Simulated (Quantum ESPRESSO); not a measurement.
**CdO2 under changes of volume**

One of the cells (14.470 Å³/atom); the others are scaled copies at fixed shape and fractional positions:

```
Cd O
1.0
     3.47623    0.00000    0.00000
    -1.73811    3.01050    0.00000
     0.00000    0.00000    4.14808
Cd O
1 2
Cartesian
  0.0000 0.0000 0.0000
  0.0000 2.0070 1.0130
  1.7381 1.0035 3.1350
```

The cell comes from a database or a generator and needn't be the stable form of this composition.

| Property | Result |
| --- | --- |
| Program | Quantum ESPRESSO 7.5 |
| Functional | PBEsol |
| Potentials or basis | GBRV 1.5 PBEsol |
| Cutoff | 612 eV |
| Density cutoff | 4898 eV |
| k mesh | 9 × 9 × 7 |
| Occupations | fermi-dirac, width 0.05 eV |
| Spin | no spin polarisation |

| volume (Å³/atom) | energy over the lowest point (meV/atom) | pressure (GPa) | largest force (eV/Å) |
| --- | --- | --- | --- |
| 13.602 | 0.00 | -5.4 | 0.064 |
| 13.891 | 11.37 | -7.2 | 0.058 |
| 14.181 | 25.76 | -8.7 | 0.170 |
| 14.470 | 42.79 | -10.1 | 0.273 |
| 14.760 | 62.08 | -11.2 | 0.368 |
| 15.049 | 83.35 | -12.2 | 0.456 |
| 15.338 | ? | ? | ? |

Q: What does the run at 15.338 Å³/atom give?

A: Energy over the lowest point 106.33 meV/atom; pressure -13.1 GPa; largest force 0.537 eV/Å.

Worked out: A Birch-Murnaghan fit of order 3 (a polynomial in V^(-2/3)) to the other rows has no minimum within the range. It gives 106.31 meV/atom at 15.338 Å³/atom, against the run's 106.33, and -dE/dV = -13.2 GPa, against -13.1.

Energies are extrapolated to zero smearing.
